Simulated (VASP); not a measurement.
# ZnS (F-43m) in VASP: a series of runs

One crystal, ZnS, is run at these levels: PBE; tasks: relaxation of cell and atoms.

All numbers are computed with VASP 6.6.1; they aren't measurements. Logs are shortened: lines on timing, memory, paths and dates and some standing lists are left out, and cuts for length are marked.

### 1 The crystal as given

Symmetry: F-43m, No. 216, cubic system. The conventional cell has a = 5.404 Å, b = 5.404 Å, c = 5.404 Å, α = 90.00°, β = 90.00°, γ = 90.00°. Around Zn (site symmetry -43m) lie 4 S at 2.34 Å. S (site symmetry -43m) is surrounded by 4 Zn at 2.34 Å.

### 2 Relaxation of cell and atoms, PBE

The input, INCAR:

```
PREC = Accurate
ENCUT = 520
EDIFF = 1E-7
ISMEAR = 0
SIGMA = 0.02
LREAL = F
LASPH = T
NELM = 80
ALGO = Fast
ISIF = 3
LWAVE = F
LCHARG = F
GGA = PE
IBRION = 2
NSW = 80
EDIFFG = -0.002
```

The input, KPOINTS:

```
regular mesh
0
Gamma
  2 2 2
```

The input, POSCAR:

```
ZnS
1.0
    0.0000000000      2.7020000000      2.7020000000
    2.7020000000      0.0000000000      2.7020000000
    2.7020000000      2.7020000000      0.0000000000
Zn S
1 1
Direct
    0.2500000000      0.2500000000      0.2500000000
    0.0000000000      0.0000000000      0.0000000000
```

Potentials or basis: VASP PAW PBE potentials, release 64 (Zn, S).

The run is started by

```
> cat potpaw_PBE.64/Zn/POTCAR potpaw_PBE.64/S/POTCAR > POTCAR
> mpirun -np 1 vasp_std > vasp.out
```

OUTCAR:

```text
PREC = Accurate
   ENCUT = 520
   EDIFF = 1E-7
   ISMEAR = 0
   LREAL = F
   LASPH = T
   NELM = 80
   ISIF = 3
   GGA = PE
   IBRION = 2
   NSW = 80
   EDIFFG = -0.002

 ion  position               nearest neighbor table
   1  0.250  0.250  0.250-   2 2.34   2 2.34   2 2.34   2 2.34
   2  0.000  0.000  0.000-   1 2.34   1 2.34   1 2.34   1 2.34

  LATTYP: Found a face centered cubic cell.
 ALAT       =     5.4040000000

  Lattice vectors:

 A1 = (   0.0000000000,   2.7020000000,   2.7020000000)
 A2 = (   2.7020000000,   0.0000000000,   2.7020000000)
 A3 = (   2.7020000000,   2.7020000000,   0.0000000000)

Analysis of symmetry for initial positions (statically):
=====================================================================
 Subroutine PRICEL returns:
 Original cell was already a primitive cell.

 Routine SETGRP: Setting up the symmetry group for a
 face centered cubic supercell.

 Subroutine GETGRP returns: Found 24 space group operations
 (whereof 24 operations were pure point group operations)
 out of a pool of 48 trial point group operations.

The static configuration has the point symmetry T_d .

Analysis of symmetry for dynamics (positions and initial velocities):
=====================================================================
 Subroutine PRICEL returns:
 Original cell was already a primitive cell.

 Routine SETGRP: Setting up the symmetry group for a
 face centered cubic supercell.

 Subroutine GETGRP returns: Found 24 space group operations
 (whereof 24 operations were pure point group operations)
 out of a pool of 48 trial point group operations.

The dynamic configuration has the point symmetry T_d .

 Subroutine INISYM returns: Found 24 space group operations
 (whereof 24 operations are pure point group operations),
 and found     1 'primitive' translations

----------------------------------------------------------------------------------------

                                     Primitive cell

  volume of cell :      39.4535

  direct lattice vectors                    reciprocal lattice vectors
     0.000000000  2.702000000  2.702000000    -0.185048113  0.185048113  0.185048113
     2.702000000  0.000000000  2.702000000     0.185048113 -0.185048113  0.185048113
     2.702000000  2.702000000  0.000000000     0.185048113  0.185048113 -0.185048113

  length of vectors
     3.821205046  3.821205046  3.821205046     0.320512733  0.320512733  0.320512733

  position of ions in fractional coordinates (direct lattice)
     0.250000000  0.250000000  0.250000000
     0.000000000  0.000000000  0.000000000

  ion indices of the primitive-cell ions
   primitive index   ion index
                 1           1
                 2           2

----------------------------------------------------------------------------------------

 KPOINTS: regular mesh

Automatic generation of k-mesh.
 Grid dimensions read from file:
 generate k-points for:    2    2    2

 Generating k-lattice:

  Cartesian coordinates                     Fractional coordinates (reciprocal lattice)
    -0.092524056  0.092524056  0.092524056     0.500000000  0.000000000  0.000000000
     0.092524056 -0.092524056  0.092524056     0.000000000  0.500000000  0.000000000
     0.092524056  0.092524056 -0.092524056     0.000000000  0.000000000  0.500000000

  Length of vectors
     0.160256366  0.160256366  0.160256366

  Shift w.r.t. Gamma in fractional coordinates (k-lattice)
     0.000000000  0.000000000  0.000000000

 Subroutine IBZKPT returns following result:
 ===========================================

 Found      3 irreducible k-points:

 Following reciprocal coordinates:
            Coordinates               Weight
  0.000000  0.000000  0.000000      1.000000
  0.500000  0.000000  0.000000      4.000000
  0.500000  0.500000  0.000000      3.000000
   k-points           NKPTS =      3   k-points in BZ     NKDIM =      3   number of bands    NBANDS=     13
   number of dos      NEDOS =    301   number of ions     NIONS =      2
   total plane-waves  NPLWV =  21952
   dimension x,y,z NGX =    28 NGY =   28 NGZ =   28
   dimension x,y,z NGXF=    56 NGYF=   56 NGZF=   56
   ions per type =               1   1
   NGX,Y,Z   is equivalent  to a cutoff of  12.18, 12.18, 12.18 a.u.
   NGXF,Y,Z  is equivalent  to a cutoff of  24.36, 24.36, 24.36 a.u.
 SYSTEM =  unknown system
   PREC   = accura    normal or accurate (medium, high low for compatibility)
   ISTART =      0    job   : 0-new  1-cont  2-samecut
   ICHARG =      2    charge: 1-file 2-atom 10-const
   ISPIN  =      1    spin polarized calculation?
   LNONCOLLINEAR =      F non collinear calculations
   LSORBIT =      F    spin-orbit coupling
   LASPH  =      T    aspherical Exc in radial PAW
   ENCUT  =  520.0 eV  38.22 Ry    6.18 a.u.   7.10  7.10  7.10*2*pi/ulx,y,z
   NELM   =     80;   NELMIN=  2; NELMDL= -5     # of ELM steps
   EDIFF  = 0.1E-06   stopping-criterion for ELM
   LREAL  =      F    real-space projection
   EDIFFG = -.2E-02   stopping-criterion for IOM
   NSW    =     80    number of steps for IOM
   IBRION =      2    ionic relax: 0-MD 1-quasi-New 2-CG
   NFREE  =      1    steps in history (QN), initial steepest desc. (CG)
   ISIF   =      3    stress and relaxation
   ISYM   =      2    0-nonsym 1-usesym 2-fastsym
   POTIM  = 0.5000    time-step for ionic-motion
   TEBEG  =    0.0;   TEEND  =   0.0 temperature during run
   PSTRESS=    0.0 pullay stress
   NELECT =      18.0000    total number of electrons
   NUPDOWN=      -1.0000    fix difference up-down
   EMIN   =  10.00;   EMAX   =-10.00  energy-range for DOS
   EFERMI =   0.00;   METHOD = LEGACY
   ISMEAR =     0;   SIGMA  =   0.02  broadening in eV -4-tet -1-fermi 0-gaus
   EFERMI_NEDOS =   21; number of points for ismear=-14 and -15
   IALGO  =     68    algorithm
   IMIX   =      4    mixing-type and parameters
     AMIX     =   0.40;   BMIX     =  1.00
     AMIX_MAG =   1.60;   BMIX_MAG =  1.00
  volume/ion in A,a.u.               =      19.73       133.12
  Fermi-wavevector in a.u.,A,eV,Ry     =   1.260290  2.381602 21.610537  1.588330
  Thomas-Fermi vector in A             =   2.393807
   LORBIT       =      0    0 simple, 1 ext, 2 COOP (PROOUT), +10 PAW based schemes
   GGA     = PE    functional components
   LHFCALC =     F    Hartree Fock is set to
   AEXX    =    0.0000 exact exchange contribution
   IVDW    =     0    specifies the selected vdW correction
   LEPSILON=     F    determine dielectric tensor
   LRPA    =     F    only Hartree local field effects (RPA)
 conjugate gradient relaxation of ions
 non-spin polarized calculation
 RMM-DIIS sequential band-by-band and
 Gauss-broadening in eV      SIGMA  =   0.02
  energy-cutoff  :      520.00
  volume of cell :       39.45
 maximum number of plane-waves:      1068
   NGX = 15   NGY = 15   NGZ = 15

--------------------------------------- Ionic step        1  -------------------------------------------

 number of electron      18.0000000 magnetization

 Free energy of the ion-electron system (eV)
  ---------------------------------------------------
  ext. energy  EPLUGINS =         0.00000000
  ---------------------------------------------------
  free energy    TOTEN  =        -5.58619276 eV

  energy without entropy =       -5.58619276  energy(sigma->0) =       -5.58619276

------------------------ aborting loop because EDIFF is reached ----------------------------------------

  FORCE on cell =-STRESS in cart. coord.  units (eV):
  Direction    XX          YY          ZZ          XY          YZ          ZX
  --------------------------------------------------------------------------------------
  -------------------------------------------------------------------------------------
  Total        1.8682634      1.8682634      1.8682634      0.0000000     -0.0000000      0.0000000
  in kB       75.8687030     75.8687030     75.8687030      0.0000000     -0.0000000      0.0000000
  external PRESSURE =      75.8687030 kB  Pullay stress =       0.0000000 kB

 VOLUME and BASIS-vectors are now :
 -----------------------------------------------------------------------------
  energy-cutoff  :      520.00
  volume of cell :       39.45
      direct lattice vectors                 reciprocal lattice vectors
     0.000000000  2.702000000  2.702000000    -0.185048113  0.185048113  0.185048113
     2.702000000  0.000000000  2.702000000     0.185048113 -0.185048113  0.185048113
     2.702000000  2.702000000  0.000000000     0.185048113  0.185048113 -0.185048113

 POSITION                                       TOTAL-FORCE (eV/Angst)
 -----------------------------------------------------------------------------------
      1.35100      1.35100      1.35100        -0.000000     -0.000000     -0.000000
      0.00000      0.00000      0.00000         0.000000      0.000000      0.000000
 -----------------------------------------------------------------------------------
    total drift:                               -0.000001     -0.000001     -0.000001

  FREE ENERGIE OF THE ION-ELECTRON SYSTEM (eV)
  ---------------------------------------------------
  free  energy   TOTEN  =        -5.5861927567 eV
[... 89 lines left out ...]
 VOLUME and BASIS-vectors are now :
 -----------------------------------------------------------------------------
  energy-cutoff  :      520.00
  volume of cell :       43.72
      direct lattice vectors                 reciprocal lattice vectors
     0.000000000  2.796094862  2.796094862    -0.178820829  0.178820829  0.178820829
     2.796094862 -0.000000000  2.796094862     0.178820829 -0.178820829  0.178820829
     2.796094862  2.796094862  0.000000000     0.178820829  0.178820829 -0.178820829

 POSITION                                       TOTAL-FORCE (eV/Angst)
 -----------------------------------------------------------------------------------
      1.39805      1.39805      1.39805         0.000000     -0.000000     -0.000000
      0.00000      0.00000      0.00000        -0.000000      0.000000      0.000000
 -----------------------------------------------------------------------------------
    total drift:                                0.000001      0.000001      0.000001

  FREE ENERGIE OF THE ION-ELECTRON SYSTEM (eV)
  ---------------------------------------------------
  free  energy   TOTEN  =        -5.6768505311 eV

  energy  without entropy=       -5.6768505311  energy(sigma->0) =       -5.67685053

--------------------------------------- Ionic step        5  -------------------------------------------

 number of electron      18.0000000 magnetization

 Free energy of the ion-electron system (eV)
  ---------------------------------------------------
  ext. energy  EPLUGINS =         0.00000000
  ---------------------------------------------------
  free energy    TOTEN  =        -5.67686668 eV

  energy without entropy =       -5.67686668  energy(sigma->0) =       -5.67686668

 E-fermi :   1.6877     XC(G=0):  -9.0184

 val. band max:        1.5554269164   @ k =   0.0000   0.0000   0.0000
 cond. band min:       3.0920001772   @ k =   0.0000   0.0000   0.0000
 fundamental gap:      1.5365732608
 Fermi energy:         1.6876508641

 k-point     1 :       0.0000    0.0000    0.0000
  band No.  band energies     occupation
      1     -10.9049      2.00000
      2      -4.8111      2.00000
      3      -4.8111      2.00000
      4      -4.8111      2.00000
      5      -4.4631      2.00000
      6      -4.4631      2.00000
      7       1.5554      2.00000
      8       1.5554      2.00000
      9       1.5554      2.00000
     10       3.0920      0.00000
     11       7.7573      0.00000
     12       7.7573      0.00000
     13       7.7573      0.00000

 k-point     2 :       0.5000    0.0000    0.0000
  band No.  band energies     occupation
      1     -10.1152      2.00000
      2      -4.7257      2.00000
      3      -4.7256      2.00000
      4      -4.4394      2.00000
      5      -4.4394      2.00000
      6      -4.2813      2.00000
      7      -3.2389      2.00000
      8       0.8015      2.00000
      9       0.8015      2.00000
     10       4.4657      0.00000
     11       8.2891      0.00000
     12       8.2891      0.00000
     13       9.9789      0.00000
[... 27 lines left out ...]
 VOLUME and BASIS-vectors are now :
 -----------------------------------------------------------------------------
  energy-cutoff  :      520.00
  volume of cell :       43.64
      direct lattice vectors                 reciprocal lattice vectors
     0.000000000  2.794434017  2.794434017    -0.178927109  0.178927109  0.178927109
     2.794434017 -0.000000000  2.794434017     0.178927109 -0.178927109  0.178927109
     2.794434017  2.794434017  0.000000000     0.178927109  0.178927109 -0.178927109

 POSITION                                       TOTAL-FORCE (eV/Angst)
 -----------------------------------------------------------------------------------
      1.39722      1.39722      1.39722         0.000000     -0.000000     -0.000000
      0.00000      0.00000      0.00000        -0.000000      0.000000      0.000000
 -----------------------------------------------------------------------------------
    total drift:                                0.000001      0.000001      0.000001

  FREE ENERGIE OF THE ION-ELECTRON SYSTEM (eV)
  ---------------------------------------------------
  free  energy   TOTEN  =        -5.6768666776 eV

  energy  without entropy=       -5.6768666776  energy(sigma->0) =       -5.67686668

 reached required accuracy - stopping structural energy minimisation
```

It took 14 s on 1 thread of Intel Xeon Platinum 8488C (Sapphire Rapids), shared host; peak memory 0.15 GiB.

What came out:

```
Free energy                            : -5.6769 eV
Relaxed volume                         : 21.82 Å³/atom
Relaxed cell                           : a = 3.952 Å, b = 3.952 Å, c = 3.952 Å, α = 60.00°, β = 60.00°, γ = 60.00°
Space group after relaxing (to 0.05 Å) : F-43m (No. 216)
Energy gained by relaxing              : 45.3 meV/atom
Ionic steps                            : 5
Pressure after relaxing                : 0.0 GPa
Band gap on the k mesh                 : 1.54 eV, direct
```

The path:
```tsv
step	energy change (eV)	largest force (eV/Å)	pressure (GPa)	volume (Å³)
1	0.0000	0.0000	7.59	39.45
2	-0.0831	0.0000	-1.73	45.03
3	-0.0907	0.0000	0.06	43.63
4	-0.0907	0.0000	-0.09	43.72
5	-0.0907	0.0000	-0.01	43.64
```

Final structure:
```
CELL_PARAMETERS angstrom
0.00000 2.79443 2.79443
2.79443 0.00000 2.79443
2.79443 2.79443 0.00000
ATOMIC_POSITIONS crystal
Zn 0.25000 0.25000 0.25000
S 0.00000 0.00000 0.00000
```

Levels at points of the mesh, in eV from the valence-band top:
```csv
k point,band 7,band 8,band 9,band 10,band 11,band 12
"(0.00, 0.00, 0.00)",0.00,0.00,0.00,1.54,6.20,6.20
"(0.50, 0.00, 0.00)",-4.79,-0.75,-0.75,2.91,6.73,6.73
"(0.50, 0.50, 0.00)",-4.36,-1.93,-1.93,3.41,3.85,10.32
```

Caveat: the k mesh is coarse (spacing up to 1.01 Å⁻¹), so the values aren't converged; the volume moved by +11 % from the deposited cell, more than functionals usually miss.

### 3 Relaxation of cell and atoms, PBE

This run uses another cell than the first one, of 21.82 Å³/atom, 1.106 times its volume.

INCAR is that of step 2.

KPOINTS is that of step 2.

The input, POSCAR:

```
ZnS                                     
1.0
    0.0000000000      2.7944340170      2.7944340170
    2.7944340170     -0.0000000000      2.7944340170
    2.7944340170      2.7944340170      0.0000000000
  Zn              S             
     1     1
Direct
     0.2500000000000000    0.2500000000000000    0.2500000000000000
     0.0000000000000000    0.0000000000000000    0.0000000000000000
```

Potentials or basis: VASP PAW PBE potentials, release 64 (Zn, S).

The run is started by

```
> cat potpaw_PBE.64/Zn/POTCAR potpaw_PBE.64/S/POTCAR > POTCAR
> mpirun -np 1 vasp_std > vasp.out
```

Wall time 7.1 s (1 thread of Intel Xeon Platinum 8488C (Sapphire Rapids), shared host); peak memory 0.16 GiB.

It converged, with:

```
Free energy                            : -5.6780 eV
Relaxed volume                         : 21.83 Å³/atom
Relaxed cell                           : a = 3.953 Å, b = 3.953 Å, c = 3.953 Å, α = 60.00°, β = 60.00°, γ = 60.00°
Space group after relaxing (to 0.05 Å) : F-43m (No. 216)
Energy gained by relaxing              : 0.0 meV/atom
Ionic steps                            : 2
Pressure after relaxing                : 0.0 GPa
Band gap on the k mesh                 : 1.53 eV, direct
```

Final structure:
```
CELL_PARAMETERS angstrom
0.00000 2.79494 2.79494
2.79494 0.00000 2.79494
2.79494 2.79494 0.00000
ATOMIC_POSITIONS crystal
Zn 0.25000 0.25000 0.25000
S 0.00000 0.00000 0.00000
```

Levels at points of the mesh, in eV from the valence-band top:
| k point | band 7 | band 8 | band 9 | band 10 | band 11 | band 12 |
| --- | --- | --- | --- | --- | --- | --- |
| (0.00, 0.00, 0.00) | 0.00 | 0.00 | 0.00 | 1.53 | 6.20 | 6.20 |
| (0.50, 0.00, 0.00) | -4.79 | -0.75 | -0.75 | 2.91 | 6.73 | 6.73 |
| (0.50, 0.50, 0.00) | -4.36 | -1.93 | -1.93 | 3.41 | 3.85 | 10.31 |

Caveat: the k mesh is coarse (spacing up to 0.97 Å⁻¹), so the values aren't converged.
